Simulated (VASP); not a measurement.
# K: relaxation of cell and atoms with LDA

K:

```xyz
4
Lattice="4.6549 0.0000 0.0000 -2.3275 4.0313 0.0000 0.0000 0.0000 15.2030" Properties=species:S:1:pos:R:3 pbc="T T T"
K     0.0000    0.0000    0.0000
K     0.0000    0.0000    7.6015
K     0.0000    2.6875    3.8008
K     2.3275    1.3438   11.4023
```

The cell was built by a generator and needn't be a form met in nature.

* Program: VASP 6.6.1
* Task: relaxation of cell and atoms
* Functional: LDA
* Potentials or basis: VASP PAW LDA potentials, release 64 (K_sv)
* Cutoff: 600 eV
* k mesh: 8 × 8 × 2
* Occupations: fermi-dirac, width 0.1 eV
* Spin: no spin polarisation
* Dipole correction: no
* Further INCAR settings: ALGO = Normal; EDIFF = 1e-06; IBRION = 2; EDIFFG = -0.01; NSW = 80; ISIF = 3

| Quantity | Value |
| --- | --- |
| Relaxed volume | 64.44 Å³/atom |
| Relaxed cell | a = 4.502 Å, b = 4.502 Å, c = 14.684 Å, α = 90.00°, β = 90.00°, γ = 120.00° |
| Space group after relaxing (to 0.05 Å) | P6_3/mmc (No. 194) |
| Energy gained by relaxing | 8.6 meV/atom |
| Ionic steps | 4 |
| Pressure after relaxing | 0.0 GPa |
| Band gap on the k mesh | none (metal or under the smearing width) |

Step by step:
```csv
step,energy change (eV),largest force (eV/Å),pressure (GPa),volume (Å³)
1,0.0000,0.0000,-0.37,285.29
2,-0.0142,0.0000,-0.30,278.52
3,-0.0335,0.0000,-0.07,262.08
4,-0.0345,0.0000,0.00,257.77
```

Final structure:
```xyz
4
Lattice="4.5022 0.0000 0.0000 -2.2511 3.8990 0.0000 0.0000 0.0000 14.6841" Properties=species:S:1:pos:R:3 pbc="T T T"
K     0.0000    0.0000   14.6841
K     0.0000    0.0000    7.3421
K     0.0000    2.5993    3.6710
K     2.2511    1.2997   11.0131
```

Levels at points of the mesh, in eV from the Fermi level:
```tsv
k point	band 16	band 17	band 18	band 19	band 20	band 21
(0.00, 0.00, 0.00)	-15.38	-2.33	-1.53	-1.53	0.30	0.70
(0.50, 0.00, 0.00)	-15.39	0.17	0.27	0.62	0.64	0.95
(0.00, 0.00, 0.50)	-15.38	-2.12	-2.12	-0.63	-0.63	1.70
(0.50, 0.00, 0.50)	-15.40	0.28	0.28	0.45	0.45	1.26
```

It took 4 min on 1 thread of Intel(R) Xeon(R) 6975P-C (Granite Rapids), on a shared host, peak memory 0.42 GiB.
